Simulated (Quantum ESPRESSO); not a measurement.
K under changes of volume

One of the cells (78.519 Å³/atom); the others are scaled copies at fixed shape and fractional positions:

```
K
1.0
    -2.69756    2.69756    2.69756
     2.69756   -2.69756    2.69756
     2.69756    2.69756   -2.69756
K
1
Direct
  0.00000 0.00000 0.00000
```

- Program: Quantum ESPRESSO 7.5
- Functional: LDA
- Potentials or basis: PseudoDojo 0.4.1 SR LDA standard
- Cutoff: 980 eV
- Density cutoff: 3918 eV
- k mesh: 7 × 7 × 7
- Occupations: fermi-dirac, width 0.05 eV
- Spin: no spin polarisation

```tsv
volume (Å³/atom)	energy over the lowest point (meV/atom)	pressure (GPa)
73.807	0.00	-0.5
75.378	5.03	-0.5
76.948	?	?
78.519	16.42	-0.6
80.089	22.68	-0.7
81.659	29.26	-0.7
83.230	36.12	-0.7
```

Q: What does the run at 76.948 Å³/atom give?

A: Energy over the lowest point 10.52 meV/atom; pressure -0.6 GPa.

Worked out: A Birch-Murnaghan fit of order 3 (a polynomial in V^(-2/3)) to the other rows has no minimum within the range. It gives 10.52 meV/atom at 76.948 Å³/atom, against the run's 10.52, and -dE/dV = -0.6 GPa, against -0.6.

Energies are extrapolated to zero smearing.
